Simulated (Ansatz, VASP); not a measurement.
Zr in VASP and in Ansatz

```
CELL_PARAMETERS angstrom
-1.81000 1.81000 1.81000
1.81000 -1.81000 1.81000
1.81000 1.81000 -1.81000
ATOMIC_POSITIONS crystal
Zr 0.00000 0.00000 0.00000
```

This isn't the form of Zr at room conditions, which is hcp.

Alike in both runs: task single point; functional PBE; k mesh 10 × 10 × 10; occupations fermi-dirac, width 0.05 eV; no spin polarisation.

|  | VASP | Ansatz |
| --- | --- | --- |
| version | VASP 6.6.1 | Ansatz 0.2.0 |
| potentials or method | VASP PAW PBE potentials, release 64 (Zr_sv), cutoff 520 eV | all-electron LAPW, scalar-relativistic |

Ansatz gave:

| Item | Value |
| --- | --- |
| gap on the k mesh at the Fermi level (eV) | none |
| pressure (GPa) | -3.4 |

Q: What did VASP give for the same quantities?

A: gap on the k mesh at the Fermi level (eV): none; pressure (GPa): -3.3.

A gap of «none» marks a metal or a gap that the smearing closes. Ansatz ran all-electron here, so the differences hold the error of VASP's frozen core and of both bases.
